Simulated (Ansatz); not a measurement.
# AlNi3 (Pm-3m) in Ansatz: further runs

The runs below take AlNi3 through band structure, with LDA, PBEsol.

Everything below comes from runs of Ansatz 0.2.0. Logs are shortened: lines on timing, memory, paths and dates and some standing lists are left out, and cuts for length are marked.

## Step 1: Starting point

It takes space group Pm-3m (No. 221, cubic). The conventional cell has a = 3.523 Å, b = 3.523 Å, c = 3.523 Å, α = 90.00°, β = 90.00°, γ = 90.00°. Ni (site symmetry 4/mmm) is surrounded by 8 Ni at 2.49 Å and 4 Al at 2.49 Å. Around Al (site symmetry m-3m) lie 12 Ni at 2.49 Å.

The cell is a database's computed one.

## Step 2: Band structure, LDA, collinear spin, ferromagnetic start

input.yaml reads:

```yaml
crystal:
  lattice:
    - [3.5230547267, 0.0, 0.0]
    - [0.0, 3.5230547267, 0.0]
    - [0.0, 0.0, 3.5230547267]
  atoms:
    - { symbol: Ni, position: [0.5, 0.5, 0.0], spin: 1.0 }
    - { symbol: Ni, position: [0.5, 0.0, 0.5], spin: 1.0 }
    - { symbol: Ni, position: [0.0, 0.5, 0.5], spin: 1.0 }
    - { symbol: Al, position: [0.0, 0.0, 0.0] }
hamiltonian:
  xc: lda
  pseudopotentials: { kind: paw }
magnetization:
  spin_polarized: true
kpoints:
  mp_grid: { grid: [8, 8, 8] }
  band_path:
    path:
      - [[0.0, 0.0, 0.0], [0.0, 0.5, 0.0], [0.5, 0.5, 0.0], [0.0, 0.0, 0.0], [0.5, 0.5, 0.5], [0.0, 0.5, 0.0]]
      - [[0.5, 0.5, 0.0], [0.5, 0.5, 0.5]]
    npoints: 14
scf:
  occupations: { method: fermi_dirac, width: 0.05 }
  n_extra_bands: 10
output:
  forces: true
  stress: true
  eigenvalues: true
  fatbands: true
```

Potentials or basis: Ansatz PAW.

Command:

```bash
> ansatz run input.yaml --threads 2 --pin off --max-ram 5632MiB --backend cpu --events-out ev --progress --plain --runs-dir out
```

Log:

```text
Warning: RAYON_NUM_THREADS=2 ignored (pool sized by the plan → 2); use --threads N
scf.n_extra_bands = 10 over 29 filled bands (N_el = 57.0): the run solves 39 bands
Engine: ansatz 0.2.0, x86_64-unknown-linux-gnu
Pseudopotentials: kind: paw
Pseudopotential: Ni, paw, valence charge 18, recommended cutoff 420 eV (normal), Ni.paw.azcp
Pseudopotential: Al, paw, valence charge 3, recommended cutoff 420 eV (normal), Al.paw.azcp
Functional definition: SPW92
  exchange = slater_x
  correlation = pw_c
Crystal: 4 atoms, lattice volume = 43.728 Å³
Basis set: ecut = 420 eV, 847 PW (Γ)
Bands: 39, of which v1, the nominal top of the filled ones, is band 29 counted from 1 (28 counted from 0)
Symmetry: 48 space group operations
Space group: Pm-3m (ITA 221), of the structure as read, at distance tolerance 3.5e-5 Å
Magnetic group: BNS 221.92 (UNI 1594), of the structure as read, at distance tolerance 3.5e-5 Å
k-points: 35 of 512
Non-local potential: Ni, projectors of the file, l = 0: 3, l = 1: 2, l = 2: 3, l = 3: 1
Non-local potential: Al, projectors of the file, l = 0: 2, l = 1: 2, l = 2: 1
PAW form: soft (Blöchl's): semilocal exchange-correlation on the pseudo side does not see the compensation charge
PAW frozen core: Ni, regenerated for the run's functional, and the local potential with it (the file was generated under x = pbe(κ = 0.804, μ = 0.2195149727645171), c = pbe(β = 0.06672455060314922))
PAW frozen core: Al, regenerated for the run's functional, and the local potential with it (the file was generated under x = pbe(κ = 0.804, μ = 0.2195149727645171), c = pbe(β = 0.06672455060314922))
PAW one-centre angular grid: Ni, 590 points (default); XC on 64 Gauss nodes
PAW one-centre angular grid: Al, 110 points (default); XC on 64 Gauss nodes
Initial density: superposition of atomic densities (chi_scale 0.1, normalization cell)
[... 14 lines left out ...]
SCF iter   9: F=—  HF=-17834.865388 eV  |F-HF|=—  |Δ(HF+E_count)|=   4.06e-6  Δρ=1.90e-4 (↑1.90e-4 ↓8.72e-5)  dr2=2.28e-5  dr2_m=1.18e-6  M=0.492 μB ∫|m|=0.577 μB  β_m=0.99  ethr=2.97e-7  ⟨swp⟩=1.6  Hψ=3224  notcnv=0  defer=262
SCF iter  10: F=—  HF=-17834.865385 eV  |F-HF|=—  |Δ(HF+E_count)|=   2.63e-6  Δρ=4.42e-5 (↑4.42e-5 ↓6.56e-6)  dr2=6.68e-7  dr2_m=2.11e-7  M=0.491 μB ∫|m|=0.576 μB  β_m=1.00  ethr=4.01e-8  ⟨swp⟩=1.8  Hψ=3138  notcnv=0  defer=262
SCF iter  11: F=—  HF=-17834.865385 eV  |F-HF|=—  |Δ(HF+E_count)|=   1.03e-8  Δρ=2.29e-5 (↑2.29e-5 ↓2.19e-5)  dr2=6.13e-7  dr2_m=5.36e-10  M=0.490 μB ∫|m|=0.575 μB  β_m=1.00  ethr=1.17e-9  ⟨swp⟩=1.6  Hψ=3123  notcnv=0  defer=262
SCF iter  12: F=—  HF=-17834.865385 eV  |F-HF|=—  |Δ(HF+E_count)|=   5.17e-8  Δρ=2.41e-6 (↑2.30e-6 ↓2.41e-6)  dr2=5.77e-10  dr2_m=1.95e-9  M=0.490 μB ∫|m|=0.575 μB  β_m=1.00  ethr=1.08e-9  ⟨swp⟩=2.0  Hψ=3416  notcnv=0  defer=262
SCF iter  13: F=-17834.865385 eV  HF=-17834.865385 eV  |F-HF|=1.14e-8  |Δ(HF+E_count)|=   1.41e-9  Δρ=3.67e-6 (↑3.02e-6 ↓3.67e-6)  dr2=1.20e-8  dr2_m=4.71e-11  M=0.490 μB ∫|m|=0.575 μB  ethr=1.01e-12  ⟨swp⟩=6.9  Hψ=12132  notcnv=0
SCF 1 converged in 13 iterations: F = -17834.865385 eV  dr2 = 1.20e-8
NSCF: frozen V_eff on 86 k-points
SCF converged after 13 iterations
Magnetization: 0.4904 μB (28.7452 up, 28.2548 down)
Absolute magnetization: 0.5758 μB (∫|ρ↑−ρ↓|, with the PAW one-centre terms)
Spin contamination: 0.0051 ħ² per cell (⟨S²⟩ above its minimum at these occupations)
Per-site moments (μB) at R_I (Å): [(0.17643959493970415, 1.0276100536931165), (0.17643959493970365, 1.0276100536931165), (0.17643959493970432, 1.0276100536931165), (-0.009175461361713592, 1.0276100536931165)]
Free energy (F): -17834.865385 eV
Harris-Foulkes:  -17834.865385 eV  (|F-HF|=1.14e-8)
Internal energy: -17834.829028 eV  (E = F + TS)
E sigma→0 (E₀):  -17834.847207 eV
Entropy (-TS):   -0.036357 eV (-9.089 meV/atom)
Fermi energy:    16.050670 eV
--- Per-component energies (eV) ---
  E_band       = -910.828848
  E_kinetic    = 881.664773
  E_local      = -11878.293335  (includes V_loc(G=0)·N_el)
  E_nonlocal   = 1927.051461
  E_hartree    = 5052.840332
  E_xc         = -296.623612
  E_vxc        = -362.369905  (∫ρ·V_xc dr)
  E_paw        = -5134.648635  (= ΣΔE_a)
  E_vpaw       = -1584.548305  (= ΣTr[D̂ρ^β])
  E_aug_tail   = 0.001451  (compensation charges beyond the density's cutoff)
  E_ewald      = -8388.179542
  E_core_change = 1.358078  (= ΣΔE_core)
  E_smearing   = -0.036357  (= −TS)
  E_closure    = 0.000000  (closes the sum)
  Σ components = -17834.865385   (vs F -17834.865385, Δ=0.00e0)
--- Forces (eV/Å), atoms counted from 1 ---
  atom   1  Ni    -0.00000000     0.00000000     0.00000000
  atom   2  Ni     0.00000000    -0.00000000     0.00000000
  atom   3  Ni     0.00000000    -0.00000000    -0.00000000
  atom   4  Al    -0.00000000    -0.00000000    -0.00000000
  max |Σ_I F_I| component: 6.40e-29 eV/Å
--- Stress (GPa, compression-positive) ---
       -7.417133      -0.000000       0.000000
       -0.000000      -7.417133       0.000000
        0.000000      -0.000000      -7.417133
  P = ⅓ Tr σ = -7.4171 GPa (-74.171 kbar)
--- Band table (eV; the first three rows and the last of 70) ---
  k-point 0 ↑: bands = ["-86.2062", "-86.1713", "-86.1713", "-47.0901", "-47.0901", "-47.0901", "-47.0141", "-47.0141", "-47.0141", "-46.9292", "-46.9292", "-46.9292", "5.8797", "11.5734", "12.2844", "12.2844", "12.6636", "12.6636", "12.6636", "14.6819", "14.6819", "14.6819", "15.5506", "15.5506", "15.8800", "16.1003", "16.1003", "16.1003", "16.9193", "16.9193", "16.9193", "22.8103", "22.8103", "23.6238", "28.4445", "28.4445", "28.4445", "30.2137", "30.2137"]
  k-point 1 ↑: bands = ["-86.2050", "-86.1725", "-86.1713", "-47.0868", "-47.0868", "-47.0849", "-47.0150", "-47.0150", "-47.0143", "-46.9349", "-46.9316", "-46.9316", "6.0749", "11.6272", "12.1695", "12.4093", "12.6967", "12.6967", "12.7103", "14.5722", "14.5722", "14.6305", "15.4265", "15.5525", "15.6913", "15.6913", "15.8064", "16.1005", "16.2276", "17.5778", "17.5778", "22.7943", "23.2274", "24.3932", "27.5140", "27.5140", "27.9216", "29.4283", "29.5772"]
  k-point 2 ↑: bands = ["-86.2017", "-86.1757", "-86.1713", "-47.0781", "-47.0781", "-47.0706", "-47.0178", "-47.0178", "-47.0149", "-46.9506", "-46.9375", "-46.9375", "6.6503", "11.3527", "12.0786", "12.7507", "12.7862", "12.7862", "12.8350", "14.3121", "14.3121", "14.4942", "14.9036", "15.2488", "15.2488", "15.4266", "15.5100", "15.6370", "16.1009", "18.7352", "18.7352", "22.7490", "23.4703", "25.4978", "25.4978", "26.1753", "27.4474", "28.0602", "30.2374"]
  k-point 34 ↓: bands = ["-85.9698", "-85.9698", "-85.9698", "-46.8997", "-46.8997", "-46.8997", "-46.8814", "-46.7684", "-46.7684", "-46.7684", "-46.6871", "-46.6871", "10.3207", "12.0841", "12.0841", "12.0841", "13.9802", "13.9802", "13.9802", "14.1333", "14.1333", "14.1333", "14.8972", "14.8972", "14.8972", "15.1470", "15.1470", "15.8189", "16.1225", "16.1225", "16.1225", "19.7558", "20.3577", "20.3577", "20.3577", "34.3075", "34.3075", "36.1954", "36.1954"]
```

It took 5.5 s on 2 threads of Intel Xeon Platinum 8488C (Sapphire Rapids), shared host; peak memory 0.47 GiB.

What came out:

```yaml
Free_energy: -17834.8654 eV
Pressure: -7.4 GPa
Band_gap_on_the_k_mesh: none (metal or under the smearing width)
Net_moment: 0.49 μB per cell
Absolute_moment: 0.58 μB per cell
Site_moments: Ni +0.18; Al -0.01 μB
```

Levels at the corners of the path, in eV from the Fermi level:
Spin up:
```
point  band 27  band 28  band 29  band 30  band 31  band 32
    Γ     0.05     0.05     0.87     0.87     0.87     6.76
    X    -1.01    -0.44     0.05     5.67     5.67     5.69
    M    -0.93    -0.92    -0.53     0.97     0.97     8.30
    Γ     0.05     0.05     0.87     0.87     0.87     6.76
    R    -1.04    -0.24    -0.15    -0.15    -0.15     3.63
    X    -1.01    -0.44     0.05     5.67     5.67     5.69
    M    -0.93    -0.92    -0.53     0.97     0.97     8.30
    R    -1.04    -0.24    -0.15    -0.15    -0.15     3.63
```
Spin down:
```
point  band 24  band 25  band 26  band 27  band 28  band 29  band 30  band 31  band 32  band 33
    Γ    -0.36     0.01     0.29     0.29     0.29     0.87     0.87     0.87     6.83     6.83
    X    -1.03    -1.00    -1.00    -0.85    -0.29     0.29     5.72     5.72     5.74     5.74
    M    -1.15    -1.15    -1.09    -0.79    -0.69    -0.43     1.15     1.15     8.34     8.34
    Γ    -0.36     0.01     0.29     0.29     0.29     0.87     0.87     0.87     6.83     6.83
    R    -1.15    -1.15    -0.90    -0.90    -0.23     0.07     0.07     0.07     3.71     4.31
    X    -1.03    -1.00    -1.00    -0.85    -0.29     0.29     5.72     5.72     5.74     5.74
    M    -1.15    -1.15    -1.09    -0.79    -0.69    -0.43     1.15     1.15     8.34     8.34
    R    -1.15    -1.15    -0.90    -0.90    -0.23     0.07     0.07     0.07     3.71     4.31
```

Caveat: the PAW data sets come from PBE, with cores solved anew for the run's functional, which leaves a small shift of forces and pressure.

## Step 3: Band structure, PBEsol, collinear spin, ferromagnetic start

Edit input.yaml of step 2 so:

```diff
@@ -11,3 +11,3 @@
 hamiltonian:
-  xc: lda
+  xc: pbesol
   pseudopotentials: { kind: paw }
```

Potentials or basis: Ansatz PAW.

Command:

```bash
> ansatz run input.yaml --threads 2 --pin off --max-ram 5632MiB --backend cpu --events-out ev --progress --plain --runs-dir out
```

It took 5.5 s on 2 threads of Intel Xeon Platinum 8488C (Sapphire Rapids), shared host; peak memory 0.48 GiB.

The run converged. Its results:

| Item | Value |
| --- | --- |
| Free energy | -17941.2557 eV |
| Pressure | -0.7 GPa |
| Band gap on the k mesh | none (metal or under the smearing width) |
| Net moment | 0.66 μB per cell |
| Absolute moment | 0.81 μB per cell |
| Site moments | Ni +0.24; Al -0.01 μB |

Levels at the corners of the path, in eV from the Fermi level:
Spin up:
```
point  band 27  band 28  band 29  band 30  band 31  band 32
    Γ    -0.03    -0.03     0.82     0.82     0.82     6.70
    X    -1.06    -0.48    -0.03     5.62     5.62     5.66
    M    -0.98    -0.97    -0.58     0.91     0.91     8.26
    Γ    -0.03    -0.03     0.82     0.82     0.82     6.70
    R    -1.08    -0.33    -0.21    -0.21    -0.21     3.63
    X    -1.06    -0.48    -0.03     5.62     5.62     5.66
    M    -0.98    -0.97    -0.58     0.91     0.91     8.26
    R    -1.08    -0.33    -0.21    -0.21    -0.21     3.63
```
Spin down:
```csv
point,band 26,band 27,band 28,band 29,band 30,band 31
Γ,0.35,0.35,0.35,0.80,0.80,0.80
X,-0.97,-0.84,-0.29,0.35,5.67,5.67
M,-1.11,-0.79,-0.63,-0.45,1.17,1.17
Γ,0.35,0.35,0.35,0.80,0.80,0.80
R,-0.90,-0.90,-0.34,0.12,0.12,0.12
X,-0.97,-0.84,-0.29,0.35,5.67,5.67
M,-1.11,-0.79,-0.63,-0.45,1.17,1.17
R,-0.90,-0.90,-0.34,0.12,0.12,0.12
```

Caveat: the PAW data sets come from PBE, with cores solved anew for the run's functional, which leaves a small shift of forces and pressure.
